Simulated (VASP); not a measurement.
# BaTiO3 (P4mm) in VASP: elastic constants with LDA

Aim: the elastic constants of BaTiO3 with LDA.

Program: VASP 6.6.1. These are calculated values, not measurements. Logs are shortened: lines on timing, memory, paths and dates and some standing lists are left out, and cuts for length are marked.

### Step 1. The crystal as given

It takes space group P4mm (No. 99, tetragonal). The conventional cell has a = 3.990 Å, b = 3.990 Å, c = 4.103 Å, α = 90.00°, β = 90.00°, γ = 90.00°. Ba (site symmetry 4mm) has 12 O at 2.81 to 2.92 Å as nearest neighbours. Ti (site symmetry 4mm) is surrounded by 5 O at 1.84 to 2.00 Å. O (site symmetry 2mm) is surrounded by 2 Ti at 2.00 Å. O (site symmetry 4mm) is surrounded by 1 Ti at 1.84 Å.

The cell is a database's computed one.

### Step 2. Elastic constants, LDA

Input file POSCAR:

```
BaTiO3
1.0
    3.9903792100      0.0000000000      0.0000000000
    0.0000000000      3.9903792100      0.0000000000
    0.0000000000      0.0000000000      4.1026553900
Ba Ti O
1 1 3
Direct
    0.5000000000      0.5000000000      0.5825414600
    0.0000000000      0.0000000000      0.1000427000
    0.0000000000      0.5000000000      0.0642205400
    0.5000000000      0.0000000000      0.0642205400
    0.0000000000      0.0000000000      0.5489717500
```

Input file INCAR.step1:

```
PREC = Accurate
ENCUT = 580
EDIFF = 1E-8
ISMEAR = 0
SIGMA = 0.02
LREAL = F
LASPH = T
NELM = 100
ALGO = Fast
ISIF = 3
LWAVE = F
LCHARG = F
IBRION = 2
NSW = 40
EDIFFG = -0.002
```

Input file INCAR.step2:

```
PREC = Accurate
ENCUT = 580
EDIFF = 1E-8
ISMEAR = 0
SIGMA = 0.02
LREAL = F
LASPH = T
NELM = 100
ALGO = Fast
ISIF = 3
LWAVE = F
LCHARG = F
IBRION = 6
NFREE = 2
POTIM = 0.015
NSW = 1
```

Input file KPOINTS:

```
regular mesh
0
Gamma
  8 8 8
```

Potentials or basis: VASP PAW LDA potentials, release 64 (Ba_sv, Ti, O).

On the command line:

```sh
cat potpaw_LDA.64/Ba_sv/POTCAR potpaw_LDA.64/Ti/POTCAR potpaw_LDA.64/O/POTCAR > POTCAR
cp INCAR.step1 INCAR
mpirun -np 1 vasp_std > vasp.out
cp CONTCAR POSCAR
cp INCAR.step2 INCAR
mpirun -np 1 vasp_std > vasp.out
```

OUTCAR:

```text
PREC = Accurate
   ENCUT = 580
   EDIFF = 1E-8
   ISMEAR = 0
   LREAL = F
   LASPH = T
   NELM = 100
   ISIF = 3
   IBRION = 6
   NFREE = 2
   POTIM = 0.015
   NSW = 1

 ion  position               nearest neighbor table
   1  0.500  0.500  0.576-   3 2.78   4 2.78   4 2.78   3 2.78   5 2.80   5 2.80   5 2.80   5 2.80
                             3 2.82   4 2.82   3 2.82   4 2.82   2 3.41   2 3.41   2 3.41   2 3.41
   2  0.000  0.000  0.083-   5 1.91   4 1.98   3 1.98   3 1.98   4 1.98   5 2.06   1 3.41   1 3.41
                             1 3.41   1 3.41   1 3.44   1 3.44   1 3.44   1 3.44
   3  0.000  0.500  0.068-   2 1.98   2 1.98   1 2.78   1 2.78   1 2.82   1 2.82
   4  0.500  0.000  0.068-   2 1.98   2 1.98   1 2.78   1 2.78   1 2.82   1 2.82
   5  0.000  0.000  0.565-   2 1.91   2 2.06   1 2.80   1 2.80   1 2.80   1 2.80

  LATTYP: Found a simple tetragonal cell.
 ALAT       =     3.9525868466
 C/A-ratio  =     1.0041074821

  Lattice vectors:

 A1 = (   3.9525868466,   0.0000000000,   0.0000000000)
 A2 = (   0.0000000000,   3.9525868466,   0.0000000000)
 A3 = (   0.0000000000,   0.0000000000,   3.9688220263)

Analysis of symmetry for initial positions (statically):
=====================================================================
 Subroutine PRICEL returns:
 Original cell was already a primitive cell.

 Routine SETGRP: Setting up the symmetry group for a
 simple tetragonal supercell.

 Subroutine GETGRP returns: Found  8 space group operations
 (whereof  8 operations were pure point group operations)
 out of a pool of 16 trial point group operations.

The static configuration has the point symmetry C_4v.

Analysis of symmetry for dynamics (positions and initial velocities):
=====================================================================
 Subroutine PRICEL returns:
 Original cell was already a primitive cell.

 Routine SETGRP: Setting up the symmetry group for a
 simple tetragonal supercell.

 Subroutine GETGRP returns: Found  8 space group operations
 (whereof  8 operations were pure point group operations)
 out of a pool of 16 trial point group operations.

The dynamic configuration has the point symmetry C_4v.

 Subroutine INISYM returns: Found  8 space group operations
 (whereof  8 operations are pure point group operations),
 and found     1 'primitive' translations

----------------------------------------------------------------------------------------

                                     Primitive cell

  volume of cell :      62.0047

  direct lattice vectors                    reciprocal lattice vectors
     3.952586847  0.000000000  0.000000000     0.252998869  0.000000000  0.000000000
     0.000000000  3.952586847  0.000000000     0.000000000  0.252998869  0.000000000
     0.000000000  0.000000000  3.968822026     0.000000000  0.000000000  0.251963931

  length of vectors
     3.952586847  3.952586847  3.968822026     0.252998869  0.252998869  0.251963931

  position of ions in fractional coordinates (direct lattice)
     0.500000000  0.500000000  0.575773040
     0.000000000  0.000000000  0.083153500
     0.000000000  0.500000000  0.068024439
     0.500000000  0.000000000  0.068024439
     0.000000000  0.000000000  0.565021573

  ion indices of the primitive-cell ions
   primitive index   ion index
                 1           1
                 2           2
                 3           3
                 4           4
                 5           5

----------------------------------------------------------------------------------------

 KPOINTS: regular mesh

Automatic generation of k-mesh.
 Grid dimensions read from file:
 generate k-points for:    8    8    8

 Generating k-lattice:

  Cartesian coordinates                     Fractional coordinates (reciprocal lattice)
     0.031624859  0.000000000  0.000000000     0.125000000  0.000000000  0.000000000
     0.000000000  0.031624859  0.000000000     0.000000000  0.125000000  0.000000000
[... 77 lines left out ...]
     AMIX     =   0.40;   BMIX     =  1.00
     AMIX_MAG =   1.60;   BMIX_MAG =  1.00
  volume/ion in A,a.u.               =      12.40        83.69
  Fermi-wavevector in a.u.,A,eV,Ry     =   1.313157  2.481507 23.461634  1.724381
  Thomas-Fermi vector in A             =   2.443499
   LORBIT       =      0    0 simple, 1 ext, 2 COOP (PROOUT), +10 PAW based schemes
   GGA     = CA    functional components
   LHFCALC =     F    Hartree Fock is set to
   AEXX    =    0.0000 exact exchange contribution
   IVDW    =     0    specifies the selected vdW correction
   LEPSILON=     F    determine dielectric tensor
   LRPA    =     F    only Hartree local field effects (RPA)
 finite differences with symmetry
 non-spin polarized calculation
 RMM-DIIS sequential band-by-band and
 Gauss-broadening in eV      SIGMA  =   0.02
  energy-cutoff  :      580.00
  volume of cell :       62.00
 maximum number of plane-waves:      1996
 NGX is ok and might be reduce to    32
   NGX = 15   NGY = 15   NGZ = 15

--------------------------------------- Ionic step        1  -------------------------------------------

 number of electron      31.9999989 magnetization

 Free energy of the ion-electron system (eV)
  ---------------------------------------------------
  ext. energy  EPLUGINS =         0.00000000
  ---------------------------------------------------
  free energy    TOTEN  =       -43.84767677 eV

  energy without entropy =      -43.84767677  energy(sigma->0) =      -43.84767677

------------------------ aborting loop because EDIFF is reached ----------------------------------------

  FORCE on cell =-STRESS in cart. coord.  units (eV):
  Direction    XX          YY          ZZ          XY          YZ          ZX
  --------------------------------------------------------------------------------------
  -------------------------------------------------------------------------------------
  Total        0.0200134      0.0200134      0.0198562      0.0000000     -0.0000000      0.0000000
  in kB        0.5171387      0.5171387      0.5130755      0.0000000     -0.0000000      0.0000000
  external PRESSURE =       0.5157843 kB  Pullay stress =       0.0000000 kB
[... 98 lines left out ...]
  FREE ENERGIE OF THE ION-ELECTRON SYSTEM (eV)
  ---------------------------------------------------
  free  energy   TOTEN  =       -43.8310073806 eV

  energy  without entropy=      -43.8310073806  energy(sigma->0) =      -43.83100738

[... ionic steps 4 to 28 ...]

--------------------------------------- Ionic step       29  -------------------------------------------

 number of electron      31.9999991 magnetization

------------------------ aborting loop because EDIFF is reached ----------------------------------------
[... 73 lines left out ...]
--------------------------------------- Ionic step       31  -------------------------------------------

 number of electron      31.9999989 magnetization

 Free energy of the ion-electron system (eV)
  ---------------------------------------------------
  ext. energy  EPLUGINS =         0.00000000
  ---------------------------------------------------
  free energy    TOTEN  =       -43.84654468 eV

  energy without entropy =      -43.84654468  energy(sigma->0) =      -43.84654468

 E-fermi :   2.5320     XC(G=0): -11.7634

 val. band max:        2.3710935471   @ k =   0.5000   0.5000   0.5000
 cond. band min:       3.9967995295   @ k =   0.0000   0.0000   0.0000
 fundamental gap:      1.6257059824
 Fermi energy:         2.5319956972

 k-point     1 :       0.0000    0.0000    0.0000
  band No.  band energies     occupation
      1     -22.2418      2.00000
      2     -14.3281      2.00000
      3     -13.6288      2.00000
      4     -13.5974      2.00000
      5      -7.4752      2.00000
      6      -7.4683      2.00000
[... 541 lines left out ...]
     19       5.9262      0.00000
     20       7.0664      0.00000

 [... further k-points ...]
[... 5 lines left out ...]
  --------------------------------------------------------------------------------------
  -------------------------------------------------------------------------------------
  Total        0.0484212      0.0484212      0.2169021      0.0000000      0.0000000      0.0000000
  in kB        1.2511845      1.2511845      5.6046669      0.0000000      0.0000000      0.0000000
  external PRESSURE =       2.7023453 kB  Pullay stress =       0.0000000 kB
[... 20 lines left out ...]
  FREE ENERGIE OF THE ION-ELECTRON SYSTEM (eV)
  ---------------------------------------------------
  free  energy   TOTEN  =       -43.8465446840 eV

  energy  without entropy=      -43.8465446840  energy(sigma->0) =      -43.84654468

 INTERNAL STRAIN TENSORS FROM STRAINED CELLS
 ============================================

 INTERNAL STRAIN TENSOR FOR ION    1 for displacements in x,y,z  (eV/Angst):
          X           Y           Z          XY          YZ          ZX
  --------------------------------------------------------------------------------
  x     0.00000     0.00000    -0.00000     0.00000     0.00000     0.16392
  y     0.00000     0.00000     0.00000     0.00000     0.16615     0.00000
  z     0.16296     0.16320     0.74574     0.00016     0.00005    -0.00000

 INTERNAL STRAIN TENSORS FROM DISPLACED ATOMS
 ============================================

 INTERNAL STRAIN TENSOR FOR ION    1 for displacements in x,y,z  (eV/Angst):
          X           Y           Z          XY          YZ          ZX
  --------------------------------------------------------------------------------
  x     0.00000     0.00000     0.00000     0.00000     0.00000     0.16685
  y     0.00000     0.00000     0.00000     0.00000     0.16685     0.00000
  z     0.14408     0.14408     0.71515     0.00000     0.00000     0.00000

 INTERNAL STRAIN TENSOR FOR ION    5 for displacements in x,y,z  (eV/Angst):
          X           Y           Z          XY          YZ          ZX
  --------------------------------------------------------------------------------
  x     0.00000     0.00000     0.00000     0.00000     0.00000    -0.62608
  y     0.00000     0.00000     0.00000     0.00000    -0.62608     0.00000
  z    -1.64476    -1.64476   -11.87105     0.00000     0.00000     0.00000

 Eigenvectors and eigenvalues of the dynamical matrix
 ----------------------------------------------------

   1 f  =   14.881041 THz    93.500339 2PiTHz  496.378104 cm-1    61.543014 meV
             X         Y         Z           dx          dy          dz
      1.976293  1.976293  2.285141    -0.000000    0.000000   -0.003010
      0.000000  0.000000  0.330021     0.000000   -0.000000    0.035594
      0.000000  1.976293  0.269977    -0.000000   -0.000000   -0.425527
      1.976293  0.000000  0.269977     0.000000    0.000000   -0.425527
      0.000000  0.000000  2.242470    -0.000000    0.000000    0.797859
[... 105 lines left out ...]
  15 f/i=    1.755640 THz    11.031013 2PiTHz   58.561854 cm-1     7.260741 meV
             X         Y         Z           dx          dy          dz
      1.976293  1.976293  2.285141    -0.011689   -0.001016    0.000000
      0.000000  0.000000  0.330021    -0.667565   -0.058051    0.000000
      0.000000  1.976293  0.269977     0.383297    0.045328    0.000000
      1.976293  0.000000  0.269977     0.521254    0.033331    0.000000
      0.000000  0.000000  2.242470     0.357900    0.031123    0.000000

--------------------------------------------------------------------------------------------------------

 ELASTIC MODULI CONTR FROM IONIC RELAXATION (kBar)
 Direction    XX          YY          ZZ          XY          YZ          ZX
 --------------------------------------------------------------------------------
 XX         -23.3771      3.7131   -106.8719      0.0000      0.0000      0.0000
 YY           3.7131    -23.3771   -106.8719      0.0000     -0.0000     -0.0000
 ZZ        -106.8719   -106.8719  -1515.4404      0.0000     -0.0000      0.0000
 XY           0.0000      0.0000      0.0000      0.0000      0.0000      0.0000
 YZ           0.0000     -0.0000     -0.0000      0.0000     -1.8499      0.0000
 ZX           0.0000     -0.0000      0.0000      0.0000      0.0000     -1.8499
 --------------------------------------------------------------------------------

 TOTAL ELASTIC MODULI (kBar)
 Direction    XX          YY          ZZ          XY          YZ          ZX
 --------------------------------------------------------------------------------
 XX        3548.8973   1212.7412   1093.0033      0.0000      0.0000      0.0000
 YY        1212.7412   3548.8973   1093.0033      0.0000     -0.0000     -0.0000
 ZZ        1093.0033   1093.0033   2058.3718      0.0000     -0.0000      0.0000
 XY           0.0000      0.0000      0.0000   1295.6990      0.0000      0.0000
 YZ           0.0000     -0.0000     -0.0000      0.0000   1278.0489      0.0000
 ZX           0.0000     -0.0000      0.0000      0.0000      0.0000   1278.0488
 --------------------------------------------------------------------------------
```

Wall time 62 min (1 thread of AMD EPYC 9R45 (Zen 5), shared host); peak memory 0.53 GiB.

Results:

- Relaxed volume: 12.40 Å³/atom
- Relaxed cell: a = 3.953 Å, b = 3.953 Å, c = 3.969 Å, α = 90.00°, β = 90.00°, γ = 90.00°
- Space group after relaxing (to 0.05 Å): P4mm (No. 99)
- Voigt bulk modulus: 177 GPa
- Highest phonon frequency at Γ, LO-TO splitting left out: 496 cm⁻¹
- Most unstable mode: 59i cm⁻¹

Step by step:
| step | energy change (eV) | largest force (eV/Å) | pressure (GPa) | volume (Å³) |
| --- | --- | --- | --- | --- |
| 1 | 0.0000 | 0.1099 | -6.66 | 65.33 |
| 2 | 0.0083 | 0.9581 | 8.68 | 60.32 |
| 3 | -0.0547 | 0.5165 | 0.11 | 62.84 |
| 4 | -0.0642 | 0.0596 | 0.03 | 62.50 |
| 5 | -0.0642 | 0.0624 | 0.03 | 62.49 |
| 6 | -0.0700 | 0.0742 | -0.10 | 62.39 |
| 7 | -0.0733 | 0.0982 | -0.16 | 62.25 |
| 8 | -0.0750 | 0.0689 | 0.20 | 62.08 |
| 9 | -0.0758 | 0.0617 | 0.73 | 61.86 |
| 10 | -0.0767 | 0.0400 | 0.15 | 62.00 |
| 11 | -0.0767 | 0.0336 | -0.08 | 62.06 |
| 12 | -0.0768 | 0.0218 | -0.04 | 62.04 |
| 13 | -0.0768 | 0.0061 | 0.01 | 62.01 |
| 14 | -0.0768 | 0.0069 | 0.01 | 62.01 |
| 15 | -0.0768 | 0.0034 | 0.00 | 62.01 |
| 16 | -0.0768 | 0.0045 | -0.01 | 62.01 |
| 17 | -0.0768 | 0.0045 | 0.00 | 62.01 |
| 18 | -0.0768 | 0.0045 | 0.03 | 62.00 |
| 19 | -0.0768 | 0.0040 | 0.02 | 62.00 |
| 20 | -0.0768 | 0.0036 | 0.01 | 62.00 |
| 21 | -0.0768 | 0.0054 | -0.02 | 62.01 |
| 22 | -0.0768 | 0.0043 | 0.00 | 62.01 |
| 23 | -0.0768 | 0.0033 | -0.01 | 62.01 |
| 24 | -0.0768 | 0.0018 | -0.01 | 62.00 |

Final structure:
```xyz
5
Lattice="3.9526 0.0000 0.0000 0.0000 3.9526 0.0000 0.0000 0.0000 3.9688" Properties=species:S:1:pos:R:3 pbc="T T T"
Ba    1.9763    1.9763    2.2851
Ti    0.0000    0.0000    0.3300
O     0.0000    1.9763    0.2700
O     1.9763    0.0000    0.2700
O     0.0000    0.0000    2.2425
```

Phonon frequencies in cm⁻¹ (negative: imaginary):
| q point | frequencies |
| --- | --- |
| (0.000, 0.000, 0.000) | -59 -59 0 1 1 170 183 183 186 287 287 288 485 485 496 |

Elastic tensor in Voigt notation (GPa, in the Cartesian axes of the cell as first typed):
```
355 121 109   0   0   0
121 355 109   0   0   0
109 109 206   0   0   0
  0   0   0 128   0   0
  0   0   0   0 128   0
  0   0   0   0   0 130
```

Clamped-ion elastic tensor (GPa):
```
357 121 120   0   0   0
121 357 120   0   0   0
120 120 357   0   0   0
  0   0   0 128   0   0
  0   0   0   0 128   0
  0   0   0   0   0 130
```

Caveat: some modes are imaginary. The run has no spin-orbit coupling, so splittings on Ba are missing.
